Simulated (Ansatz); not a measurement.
**Cu2H3: one candidate of a structure search**

The task: take a trial cell of Cu2H3 to zero force and stress.

Method: DFT PBE, scalar-relativistic, plane waves, PAW, in Ansatz 0.2.0.

## Step 1: The starting structure

The structure is orthorhombic, space group Pmmm (No. 47). Conventional cell: a = 3.292 Å, b = 4.050 Å, c = 4.882 Å, α = 90.00°, β = 90.00°, γ = 90.00°. Around Cu (site symmetry mmm) lie 2 Cu at 2.02 Å. Cu (site symmetry mmm) has 2 H at 1.65 Å as nearest neighbours. H (site symmetry mmm) is surrounded by 2 Cu at 1.65 Å. H (site symmetry mmm) has 2 H at 1.65 Å as nearest neighbours.

Coordinates:

```cif
data_structure
_symmetry_space_group_name_H-M 'Pmmm'
_symmetry_Int_Tables_number 47
_cell_length_a 3.2918
_cell_length_b 4.0496
_cell_length_c 4.8818
_cell_angle_alpha 90.000
_cell_angle_beta 90.000
_cell_angle_gamma 90.000
_cell_volume 65.08
loop_
_atom_site_label
_atom_site_type_symbol
_atom_site_symmetry_multiplicity
_atom_site_Wyckoff_symbol
_atom_site_fract_x
_atom_site_fract_y
_atom_site_fract_z
_atom_site_occupancy
Cu1 Cu 1 h 0.50000 0.50000 0.50000 1
Cu2 Cu 1 d 0.50000 0.00000 0.50000 1
H1 H 1 c 0.00000 0.00000 0.50000 1
H2 H 1 b 0.50000 0.00000 0.00000 1
H3 H 1 a 0.00000 0.00000 0.00000 1
```

Recipe of the guess: species swapped into a database cell of Zr3Cd2 (Pmmm, No. 47), with H on the Zr sites and Cu on the Cd sites. Its size is a rough estimate.

## Step 2: The guess as it stands, on a coarse mesh

input.yaml reads:

```yaml
crystal:
  lattice:
    - [3.2918257, 0.0, 0.0]
    - [0.0, 4.04956655, 0.0]
    - [0.0, 0.0, 4.88183953]
  atoms:
    - { symbol: Cu, position: [0.5, 0.5, 0.5] }
    - { symbol: Cu, position: [0.5, 0.0, 0.5] }
    - { symbol: H, position: [0.0, 0.0, 0.5] }
    - { symbol: H, position: [0.5, 0.0, 0.0] }
    - { symbol: H, position: [0.0, 0.0, 0.0] }
basis:
  ecutwfc: 420
kpoints:
  mp_grid: { grid: [6, 4, 4] }
hamiltonian:
  xc: pbe
scf:
  occupations: { method: gaussian, width: 0.1 }
  lower_state_search: "off"
output:
  forces: true
  stress: true
  eigenvalues: true
```

On the command line:

```bash
$ ansatz run input.yaml --threads 1 --pin off --max-ram 2560MiB --backend cpu --events-out ev --progress --plain --runs-dir out
```

Output (excerpt; [...] marks lines left out):

```text
Warning: RAYON_NUM_THREADS=1 ignored (pool sized by the plan → 1); use --threads N
[...]
Pseudopotentials: kind: paw
Pseudopotential: Cu, paw, valence charge 19, recommended cutoff 420 eV (normal), Cu.paw.azcp
Pseudopotential: H, paw, valence charge 1, recommended cutoff 420 eV (normal), H.paw.azcp
Functional definition: PBE
[...]
Crystal: 5 atoms, lattice volume = 65.077 Å³
Basis set: ecut = 420 eV, 1279 PW (Γ), exchange–correlation on 48×60×72 points (8 copies of the dense FFT grid, shifted against one another)
Bands: 26, of which v1, the nominal top of the filled ones, is band 21 counted from 1 (20 counted from 0)
Symmetry: 8 space group operations
Space group: Pmmm (ITA 47), of the structure as read, at distance tolerance 4.0e-5 Å
k-points: 36 of 96
[...]
SCF iter   1: F=—  HF=-13291.477714 eV  |F-HF|=—  |Δ(HF+E_count)|=         —  Δρ=8.79e-3  dr2=3.45e-2  ethr=1.77e-3  ⟨swp⟩=5.2  Hψ=3912  notcnv=0
[...]
SCF iter   8: F=-13291.471163 eV  HF=-13291.471163 eV  |F-HF|=1.13e-9  |Δ(HF+E_count)|=   5.44e-8  Δρ=3.31e-6  dr2=6.41e-9  ethr=2.44e-10  ⟨swp⟩=7.6  Hψ=4280  notcnv=0
[...]
SCF converged after 8 iterations
Free energy (F): -13291.471163 eV
[...]
E sigma→0 (E₀):  -13291.466372 eV
Entropy (-TS):   -0.009582 eV (-1.916 meV/atom)
Fermi energy:    3.861977 eV
[...]
--- Forces (eV/Å), atoms counted from 1 ---
  atom   1  Cu     0.00000000     0.00000000    -0.00000000
  atom   2  Cu     0.00000000     0.00000000    -0.00000000
  atom   3  H      0.00000000     0.00000000     0.00000000
  atom   4  H     -0.00000000     0.00000000    -0.00000000
  atom   5  H     -0.00000000     0.00000000     0.00000000
[...]
--- Stress (GPa, compression-positive) ---
      -18.267436      -0.000000       0.000000
       -0.000000      35.503744       0.000000
        0.000000       0.000000      -1.454755
  P = ⅓ Tr σ = 5.2605 GPa (52.605 kbar)
--- Band table (eV; the first three rows and the last of 36) ---
  k-point 0: bands = ["-108.7786", "-107.6812", "-66.5187", "-66.2555", "-65.8299", "-65.3081", "-65.0014", "-64.8993", "-3.8424", "-1.3656", "-0.7310", "0.0734", "0.1104", "1.3807", "2.0631", "2.5395", "2.7328", "2.7597", "2.9714", "3.0860", "5.6079", "6.8323", "8.0530", "9.3442", [...]
[...]
```

Wall time 2.8 s (1 thread of Arm Neoverse V2, shared host); peak memory 0.33 GiB.

From the probe: pressure 5.3 GPa, largest force 0.00 eV/Å, gap on this mesh none (metal). A cheap, loose relaxation comes first.

## Step 3: A loose first relaxation

Changes to input.yaml since step 2:

```diff
@@ -24 +24,6 @@
   eigenvalues: true
+relax:
+  adjacent_minimum: "off"
+  f_tol: 0.04
+  max_steps: 70
+  cell: { stress_tol: 0.4 }
```

On the command line:

```bash
$ ansatz run input.yaml --threads 1 --pin off --max-ram 2560MiB --backend cpu --events-out ev --progress --plain --runs-dir out
```

Output:

```text
Warning: RAYON_NUM_THREADS=1 ignored (pool sized by the plan → 1); use --threads N
Engine: ansatz 0.2.0, aarch64-unknown-linux-gnu
[... 4 set-up lines as earlier in the session ...]
  parameter kappa = 0.804
  parameter beta = 0.06672455060314922
  exchange = pbe_x(kappa = kappa, mu = beta*pi^2/3)
  correlation = pbe_c(beta = beta)
Crystal: 5 atoms, lattice volume = 65.077 Å³
Basis set: ecut = 420 eV, 1279 PW (Γ), exchange–correlation on 48×60×72 points (8 copies of the dense FFT grid, shifted against one another)
Bands: 26, of which v1, the nominal top of the filled ones, is band 21 counted from 1 (20 counted from 0)
[... 2 set-up lines as earlier in the session ...]
k-points: 36 of 96
Non-local potential: Cu, projectors of the file, l = 0: 3, l = 1: 2, l = 2: 3, l = 3: 1
Non-local potential: H, projectors of the file, l = 0: 2, l = 1: 1
PAW form: soft (Blöchl's): semilocal exchange-correlation on the pseudo side does not see the compensation charge
PAW one-centre angular grid: Cu, 590 points (default); XC on 64 Gauss nodes
PAW one-centre angular grid: H, 110 points (default); XC on 64 Gauss nodes
Initial density: superposition of atomic densities (neutral atoms: chi_scale 0, normalization atom), corrected by the library's trained network
Initial wavefunctions: pseudopotential atomic-orbital guess
Functional: x = pbe(κ = 0.804, μ = 0.2195149727645171), c = pbe(β = 0.06672455060314922)
SCF iter   1: F=—  HF=-13291.477714 eV  |F-HF|=—  |Δ(HF+E_count)|=         —  Δρ=8.79e-3  dr2=3.45e-2  ethr=1.77e-3  ⟨swp⟩=5.2  Hψ=3912  notcnv=0
preconditioner: auto → LDOS  [metal: Δε(μ)=0.039 eV  Ē_g=7.597 eV  σ=0.100 eV  W_gap=0.21  n_scr=18 (ndim 8)  ℏωp=23.0 eV  f_vac=0.202  D(μ)=1.68/eV (n_scr^D=10)  β→1.0]
SCF iter   2: F=—  HF=-13291.498634 eV  |F-HF|=—  |Δ(HF+E_count)|=   2.09e-2  Δρ=1.87e-2  dr2=1.31e-1  ethr=8.42e-5  ⟨swp⟩=2.0  Hψ=2118  notcnv=0  defer=32
SCF iter   3: F=—  HF=-13291.474192 eV  |F-HF|=—  |Δ(HF+E_count)|=   2.44e-2  Δρ=5.79e-3  dr2=1.17e-2  ethr=8.42e-5  ⟨swp⟩=2.0  Hψ=1773  notcnv=0  defer=32
SCF iter   4: F=—  HF=-13291.471291 eV  |F-HF|=—  |Δ(HF+E_count)|=   2.90e-3  Δρ=1.29e-3  dr2=8.59e-4  ethr=2.87e-5  ⟨swp⟩=2.0  Hψ=1582  notcnv=0  defer=12
SCF iter   5: F=—  HF=-13291.471294 eV  |F-HF|=—  |Δ(HF+E_count)|=   3.33e-6  Δρ=1.37e-3  dr2=8.44e-4  ethr=2.09e-6  ⟨swp⟩=2.0  Hψ=1566  notcnv=0  defer=12
SCF iter   6: F=—  HF=-13291.471157 eV  |F-HF|=—  |Δ(HF+E_count)|=   1.37e-4  Δρ=3.12e-4  dr2=4.91e-5  ethr=2.06e-6  ⟨swp⟩=2.3  Hψ=1206  notcnv=0  defer=12
SCF iter   7: F=—  HF=-13291.471163 eV  |F-HF|=—  |Δ(HF+E_count)|=   6.83e-6  Δρ=2.14e-5  dr2=3.61e-7  ethr=1.20e-7  ⟨swp⟩=2.0  Hψ=1227  notcnv=0  defer=12
SCF iter   8: F=-13291.471163 eV  HF=-13291.471163 eV  |F-HF|=1.12e-9  |Δ(HF+E_count)|=   5.43e-8  Δρ=3.31e-6  dr2=6.41e-9  ethr=2.44e-10  ⟨swp⟩=7.6  Hψ=4278  notcnv=0
SCF 1 converged in 8 iterations: F = -13291.471163 eV  dr2 = 6.41e-9
relax step   1: F+E_penalty+E_count = -13291.47116343 eV  Δ(F+E_penalty+E_count) = +0.000e0 eV  max|allowed force component| = 4.629e-28 eV/Å  Δτ_max = 0.0000 Å  P = +5.261 GPa  Ω = 65.077 Å³  (8 SCF iters, dr2 threshold 1.00e-7 eV, accepted)
Crystal: 5 atoms, lattice volume = 65.648 Å³
Basis set: ecut = 420 eV, 1273 PW (Γ), exchange–correlation on 48×60×72 points (8 copies of the dense FFT grid, shifted against one another)
Initial density: handed on by an earlier stage of this run
Initial wavefunctions: those handed on with the density
iter 1 solved again at ethr=3.80e-5 eV; its pass at ethr=3.10e-3 eV (dr2=1.56e-2 eV) is discarded
SCF iter   1: F=—  HF=-13292.300250 eV  |F-HF|=—  |Δ(HF+E_count)|=         —  Δρ=5.87e-3  dr2=1.57e-2  ethr=3.80e-5  ⟨swp⟩=1.5  Hψ=5537  notcnv=0
preconditioner: auto → LDOS  [metal: Δε(μ)=0.087 eV  Ē_g=7.477 eV  σ=0.100 eV  W_gap=0.45  n_scr=18 (ndim 8)  ℏωp=22.9 eV  f_vac=0.203  D(μ)=1.39/eV (n_scr^D=4)  β→1.0]
SCF iter   2: F=—  HF=-13292.299333 eV  |F-HF|=—  |Δ(HF+E_count)|=   9.17e-4  Δρ=5.66e-3  dr2=1.16e-2  ethr=3.80e-5  ⟨swp⟩=2.0  Hψ=1583  notcnv=0
SCF iter   3: F=—  HF=-13292.300153 eV  |F-HF|=—  |Δ(HF+E_count)|=   8.19e-4  Δρ=6.71e-3  dr2=1.70e-2  ethr=2.83e-5  ⟨swp⟩=2.0  Hψ=1896  notcnv=0  defer=3
SCF iter   4: F=—  HF=-13292.296832 eV  |F-HF|=—  |Δ(HF+E_count)|=   3.32e-3  Δρ=2.11e-3  dr2=1.78e-3  ethr=2.83e-5  ⟨swp⟩=2.1  Hψ=1502  notcnv=0  defer=3
SCF iter   5: F=—  HF=-13292.296492 eV  |F-HF|=—  |Δ(HF+E_count)|=   3.40e-4  Δρ=6.45e-4  dr2=1.80e-4  ethr=4.35e-6  ⟨swp⟩=2.1  Hψ=1320  notcnv=0  defer=4
SCF iter   6: F=—  HF=-13292.296490 eV  |F-HF|=—  |Δ(HF+E_count)|=   1.55e-6  Δρ=1.09e-4  dr2=6.74e-6  ethr=4.40e-7  ⟨swp⟩=2.0  Hψ=1157  notcnv=0  defer=4
SCF iter   7: F=—  HF=-13292.296493 eV  |F-HF|=—  |Δ(HF+E_count)|=   2.87e-6  Δρ=4.53e-5  dr2=8.56e-7  ethr=1.64e-8  ⟨swp⟩=2.0  Hψ=1355  notcnv=0  defer=4
SCF iter   8: F=-13292.296493 eV  HF=-13292.296493 eV  |F-HF|=3.45e-9  |Δ(HF+E_count)|=   2.30e-8  Δρ=5.79e-6  dr2=1.71e-8  ethr=1.22e-9  ⟨swp⟩=7.4  Hψ=4235  notcnv=0
SCF 2 converged in 8 iterations: F = -13292.296493 eV  dr2 = 1.71e-8
relax step   2: F+E_penalty+E_count = -13292.29649297 eV  Δ(F+E_penalty+E_count) = -8.253e-1 eV  max|allowed force component| = 4.045e-29 eV/Å  Δτ_max = 0.0000 Å  P = +1.122 GPa  Ω = 65.648 Å³  energy of the carried Pulay correction = -7.624e-4 eV  (8 SCF iters, dr2 threshold 5.00e-7 eV, accepted)
Crystal: 5 atoms, lattice volume = 64.411 Å³
Basis set: ecut = 420 eV, 1241 PW (Γ), exchange–correlation on 48×60×72 points (8 copies of the dense FFT grid, shifted against one another)
iter 1 solved again at ethr=1.32e-4 eV; its pass at ethr=3.10e-3 eV (dr2=5.41e-2 eV) is discarded
SCF iter   1: F=—  HF=-13292.905850 eV  |F-HF|=—  |Δ(HF+E_count)|=         —  Δρ=1.03e-2  dr2=5.44e-2  ethr=1.32e-4  ⟨swp⟩=2.0  Hψ=5725  notcnv=0
preconditioner: auto → LDOS  [metal: Δε(μ)=0.129 eV  Ē_g=7.567 eV  σ=0.100 eV  W_gap=0.47  n_scr=18 (ndim 8)  ℏωp=23.1 eV  f_vac=0.208  D(μ)=1.68/eV (n_scr^D=10)  β→1.0]
SCF iter   2: F=—  HF=-13292.911843 eV  |F-HF|=—  |Δ(HF+E_count)|=   5.99e-3  Δρ=1.58e-2  dr2=1.00e-1  ethr=1.32e-4  ⟨swp⟩=2.9  Hψ=2025  notcnv=0
SCF iter   3: F=—  HF=-13292.892525 eV  |F-HF|=—  |Δ(HF+E_count)|=   1.93e-2  Δρ=2.69e-3  dr2=2.72e-3  ethr=1.32e-4  ⟨swp⟩=2.1  Hψ=1760  notcnv=0  defer=36
SCF iter   4: F=—  HF=-13292.892595 eV  |F-HF|=—  |Δ(HF+E_count)|=   6.94e-5  Δρ=1.66e-3  dr2=1.20e-3  ethr=6.63e-6  ⟨swp⟩=2.0  Hψ=1612  notcnv=0  defer=36
SCF iter   5: F=—  HF=-13292.892434 eV  |F-HF|=—  |Δ(HF+E_count)|=   1.61e-4  Δρ=8.45e-4  dr2=4.36e-4  ethr=2.93e-6  ⟨swp⟩=2.0  Hψ=1329  notcnv=0  defer=36
SCF iter   6: F=—  HF=-13292.892419 eV  |F-HF|=—  |Δ(HF+E_count)|=   1.53e-5  Δρ=3.35e-4  dr2=5.10e-5  ethr=1.06e-6  ⟨swp⟩=1.6  Hψ=920  notcnv=0  defer=36
SCF iter   7: F=—  HF=-13292.892412 eV  |F-HF|=—  |Δ(HF+E_count)|=   6.99e-6  Δρ=8.58e-5  dr2=5.38e-6  ethr=1.24e-7  ⟨swp⟩=2.0  Hψ=1343  notcnv=0  defer=36
SCF iter   8: F=-13292.892411 eV  HF=-13292.892412 eV  |F-HF|=5.31e-8  |Δ(HF+E_count)|=   5.09e-9  Δρ=2.18e-5  dr2=1.77e-7  ethr=1.22e-9  ⟨swp⟩=8.1  Hψ=5225  notcnv=0
SCF 3 converged in 8 iterations: F = -13292.892411 eV  dr2 = 1.77e-7
relax step   3: F+E_penalty+E_count = -13292.89241145 eV  Δ(F+E_penalty+E_count) = -5.959e-1 eV  max|allowed force component| = 1.274e-29 eV/Å  Δτ_max = 0.0000 Å  P = +0.407 GPa  Ω = 64.411 Å³  energy of the carried Pulay correction = -2.334e-4 eV  (8 SCF iters, dr2 threshold 5.00e-7 eV, accepted)
[... 13 lines left out ...]
relax step   4: F+E_penalty+E_count = -13293.25995926 eV  Δ(F+E_penalty+E_count) = -3.675e-1 eV  max|allowed force component| = 1.266e-29 eV/Å  Δτ_max = 0.0000 Å  P = +1.309 GPa  Ω = 62.857 Å³  energy of the carried Pulay correction = +5.611e-4 eV  (8 SCF iters, dr2 threshold 5.00e-7 eV, accepted)
[... 14 lines left out ...]
relax step   5: F+E_penalty+E_count = -13293.38002327 eV  Δ(F+E_penalty+E_count) = -1.201e-1 eV  max|allowed force component| = 9.076e-29 eV/Å  Δτ_max = 0.0000 Å  P = -0.685 GPa  Ω = 66.712 Å³  energy of the carried Pulay correction = -2.492e-3 eV  (9 SCF iters, dr2 threshold 5.00e-7 eV, accepted)
[... 12 lines left out ...]
relax step   6: F+E_penalty+E_count = -13293.39178169 eV  Δ(F+E_penalty+E_count) = -1.176e-2 eV  max|allowed force component| = 2.016e-29 eV/Å  Δτ_max = 0.0000 Å  P = -0.059 GPa  Ω = 65.123 Å³  energy of the carried Pulay correction = -1.454e-3 eV  (7 SCF iters, dr2 threshold 5.00e-7 eV, accepted)
[... 14 lines left out ...]
relax step   7: F+E_penalty+E_count = -13293.42506551 eV  Δ(F+E_penalty+E_count) = -3.328e-2 eV  max|allowed force component| = 2.272e-29 eV/Å  Δτ_max = 0.0000 Å  P = +0.746 GPa  Ω = 65.123 Å³  stress off target by 2.20e0 GPa  SCF on the basis re-selected at this cell (its energy is not comparable with the rows above)  (9 SCF iters)
[... 13 lines left out ...]
relax step   8: F+E_penalty+E_count = -13293.43175791 eV  Δ(F+E_penalty+E_count) = -6.692e-3 eV  max|allowed force component| = 7.514e-30 eV/Å  Δτ_max = 0.0000 Å  P = +0.133 GPa  Ω = 66.239 Å³  energy of the carried Pulay correction = -9.858e-4 eV  (7 SCF iters, dr2 threshold 5.00e-7 eV, accepted)
Basis set: ecut = 420 eV, 1305 PW (Γ), exchange–correlation on 40×72×72 points (8 copies of the dense FFT grid, shifted against one another)
iter 1 solved again at ethr=3.21e-8 eV; its pass at ethr=3.10e-3 eV (dr2=1.32e-5 eV) is discarded
SCF iter   1: F=—  HF=-13293.428952 eV  |F-HF|=—  |Δ(HF+E_count)|=         —  Δρ=3.37e-4  dr2=3.30e-6  ethr=3.21e-8  ⟨swp⟩=3.1  Hψ=6317  notcnv=0
preconditioner: auto → LDOS  [metal: Δε(μ)=0.035 eV  Ē_g=7.860 eV  σ=0.100 eV  W_gap=0.19  n_scr=10 (ndim 8)  ℏωp=22.8 eV  f_vac=0.235  D(μ)=2.54/eV (n_scr^D=22)  β→1.0]
SCF iter   2: F=—  HF=-13293.432706 eV  |F-HF|=—  |Δ(HF+E_count)|=   3.75e-3  Δρ=6.11e-5  dr2=1.73e-6  ethr=8.05e-9  ⟨swp⟩=2.4  Hψ=1407  notcnv=0
SCF iter   3: F=—  HF=-13293.432701 eV  |F-HF|=—  |Δ(HF+E_count)|=   5.31e-6  Δρ=6.94e-5  dr2=1.87e-6  ethr=4.22e-9  ⟨swp⟩=2.0  Hψ=1639  notcnv=0
SCF iter   4: F=—  HF=-13293.432706 eV  |F-HF|=—  |Δ(HF+E_count)|=   5.11e-6  Δρ=2.27e-5  dr2=2.25e-7  ethr=4.22e-9  ⟨swp⟩=2.0  Hψ=1134  notcnv=0
SCF iter   5: F=—  HF=-13293.432706 eV  |F-HF|=—  |Δ(HF+E_count)|=   3.13e-7  Δρ=1.49e-5  dr2=9.97e-8  ethr=5.48e-10  ⟨swp⟩=2.0  Hψ=1321  notcnv=0
SCF iter   6: F=—  HF=-13293.432706 eV  |F-HF|=—  |Δ(HF+E_count)|=   3.76e-8  Δρ=2.96e-6  dr2=6.16e-9  ethr=2.43e-10  ⟨swp⟩=2.2  Hψ=1333  notcnv=0
SCF iter   7: F=-13293.432706 eV  HF=-13293.432706 eV  |F-HF|=1.98e-9  |Δ(HF+E_count)|=   2.35e-8  Δρ=1.91e-6  dr2=1.76e-9  ethr=7.80e-12  ⟨swp⟩=4.0  Hψ=2984  notcnv=0
SCF 9 converged in 7 iterations: F = -13293.432706 eV  dr2 = 1.76e-9
relax step   9: F+E_penalty+E_count = -13293.43270618 eV  Δ(F+E_penalty+E_count) = -9.483e-4 eV  max|allowed force component| = 1.266e-29 eV/Å  Δτ_max = 0.0000 Å  P = +0.123 GPa  Ω = 66.239 Å³  stress off target by 3.55e-1 GPa  SCF on the basis re-selected at this cell (its energy is not comparable with the rows above)  (7 SCF iters)
basis re-selected at this cell: Δ(F+E_penalty+E_count) = -9.483e-4 eV, ΔP = -0.011 GPa vs the last step (what re-selecting the basis moved, of the pressure what is left beyond the Pulay correction that the steps carried, after the strain that the cell walked since its last selection, with what the two solves' SCF thresholds leave and, on support functions, any second-order correction that the steps lacked; it is no measure of the basis error at this ecutwfc). The dense FFT grid was sized anew with the basis: this SCF ran on 20×36×36 points, the steps before it on 20×32×36, so part of this shift can come from that change (see relax.cell in the input reference). This SCF's stress stands 3.55e-1 GPa from its target on what of the cell is left free (relax.cell.stress_tol is 4.00e-1 GPa) and its largest allowed force component is 1.27e-29 eV/Å (relax.f_tol is 4.00e-2 eV/Å): within both
SCF converged after 7 iterations
Free energy (F): -13293.432706 eV
Harris-Foulkes:  -13293.432706 eV  (|F-HF|=1.98e-9)
Internal energy: -13293.420001 eV  (E = F + TS)
E sigma→0 (E₀):  -13293.426354 eV
Entropy (-TS):   -0.012705 eV (-2.541 meV/atom)
Fermi energy:    3.444829 eV
--- Per-component energies (eV) ---
  E_band       = -1190.996526
  E_kinetic    = 636.971301
  E_local      = -13085.073236  (includes V_loc(G=0)·N_el)
  E_nonlocal   = 798.157706
  E_hartree    = 5823.076425
  E_xc         = -200.236486
  E_vxc        = -258.036825  (∫ρ·V_xc dr)
  E_paw        = -3339.937686  (= ΣΔE_a)
  E_vpaw       = -929.160582  (= ΣTr[D̂ρ^β])
  E_aug_tail   = -0.002426  (compensation charges beyond the density's cutoff)
  E_ewald      = -3926.375598
  E_smearing   = -0.012705  (= −TS)
  E_closure    = 0.000000  (closes the sum)
  Σ components = -13293.432706   (vs F -13293.432706, Δ=0.00e0)
--- Forces (eV/Å), atoms counted from 1 ---
  atom   1  Cu     0.00000000     0.00000000     0.00000000
  atom   2  Cu    -0.00000000     0.00000000     0.00000000
  atom   3  H     -0.00000000    -0.00000000     0.00000000
  atom   4  H      0.00000000     0.00000000     0.00000000
  atom   5  H      0.00000000     0.00000000     0.00000000
  max |Σ_I F_I| component: 1.73e-31 eV/Å
--- Stress (GPa, compression-positive) ---
       -0.008213      -0.000000       0.000000
       -0.000000       0.354815       0.000000
        0.000000       0.000000       0.021588
  P = ⅓ Tr σ = 0.1227 GPa (1.227 kbar)
--- Band table (eV; the first three rows and the last of 36) ---
  k-point 0: bands = ["-108.8175", "-107.5167", "-66.5369", "-66.2268", "-65.8340", "-65.0364", "-64.9357", "-64.7842", "-5.1268", "-2.1061", "-0.3574", "0.9884", "1.0329", "1.3177", "1.4426", "2.3926", "2.4536", "2.6020", "2.6620", "2.7133", "4.8187", "5.4641", "6.1391", "11.3533", "12.3622", "12.6550"]
  k-point 1: bands = ["-108.8174", "-107.5167", "-66.5369", "-66.2268", "-65.8340", "-65.0364", "-64.9357", "-64.7842", "-5.0244", "-2.1256", "-0.4870", "0.9713", "1.0329", "1.2862", "1.4413", "1.8590", "2.4821", "2.5996", "2.6621", "2.7126", "4.9594", "5.8603", "6.7724", "10.3099", "11.3507", "13.4945"]
  k-point 2: bands = ["-108.8174", "-107.5167", "-66.5369", "-66.2268", "-65.8340", "-65.0364", "-64.9357", "-64.7842", "-4.9119", "-2.1535", "-0.6485", "0.9546", "1.0330", "1.1944", "1.4400", "1.5912", "2.5333", "2.5973", "2.6621", "2.7119", "5.1133", "6.3630", "6.6217", "10.5926", "11.5556", "13.4965"]
  k-point 35: bands = ["-108.8153", "-107.5153", "-66.5724", "-66.2223", "-65.8321", "-65.0375", "-64.9569", "-64.7825", "-0.8204", "0.2883", "0.5001", "0.7705", "1.3837", "1.4454", "1.9617", "2.0134", "2.0484", "2.2987", "2.6557", "2.8730", "3.2403", "5.3104", "6.3653", "6.7991", "10.0798", "11.7497"]
--- Relaxed structure (7 steps of the walk, 7 accepted, 2 SCFs on fresh bases) ---
  F+E_penalty+E_count = -13293.43270618 eV   max|allowed force component| = 1.266e-29 eV/Å   (the final SCF, on the basis selected at the relaxed cell)
  cell:  # Å, volume = 66.2390 Å³
    - [2.7719914269262613, 1.812587025339877e-33, 2.7583289465836896e-33]
    - [2.229823950514867e-33, 4.8145334129481565, -2.1813495168080225e-34]
    - [4.090875984884952e-33, -2.629663735221194e-34, 4.963270027272841]
  atoms:
    - { symbol: Cu, position: [0.5, 0.49999999999999994, 0.49999999999999994] }
    - { symbol: Cu, position: [0.5, -5.345529420184391e-51, 0.49999999999999994] }
    - { symbol: H, position: [-1.1680933079095737e-35, 0.0, 0.49999999999999994] }
    - { symbol: H, position: [0.5, 1.511252784414905e-68, -1.1856611869923781e-36] }
    - { symbol: H, position: [-1.514439704944682e-36, -1.608611746708759e-86, 9.160525030427495e-37] }
```

Run time: 30 s. Hardware: 1 thread of Arm Neoverse V2, shared host; peak memory 0.35 GiB.

Step by step:

| step | energy from step 1 (eV/cell) | largest force component (eV/Å) | pressure (GPa) | volume (Å³) |
| --- | --- | --- | --- | --- |
| 1 | 0.0000 | 0.0000 | 5.26 | 65.08 |
| 2 | -0.8253 | 0.0000 | 1.12 | 65.65 |
| 3 | -1.4212 | 0.0000 | 0.41 | 64.41 |
| 4 | -1.7888 | 0.0000 | 1.31 | 62.86 |
| 5 | -1.9089 | 0.0000 | -0.68 | 66.71 |
| 6 | -1.9206 | 0.0000 | -0.06 | 65.12 |
| 7 | -1.9539 | 0.0000 | 0.75 | 65.12 |
| 8 | -1.9606 | 0.0000 | 0.13 | 66.24 |
| 9 | -1.9615 | 0.0000 | 0.12 | 66.24 |

Step 1 is the start. Steps 7, 9 each repeat the geometry before them on a plane-wave basis chosen anew, so the energy can jump there without any move.

|  | before | after | change |
| --- | --- | --- | --- |
| a (Å) | 3.292 | 2.772 | -15.8 % |
| b (Å) | 4.050 | 4.815 | +18.9 % |
| c (Å) | 4.882 | 4.963 | +1.7 % |
| volume (Å³/atom) | 13.02 | 13.25 | +1.8 % |
| shortest distance (Å) | 1.646 | 1.386 | -15.8 % |
| space group (0.01 Å) | Pmmm | Pmmm | same |

The run keeps the 8 symmetry operations of the start, so it could not have lowered the symmetry.

(Part 1 of 2 ends here.)
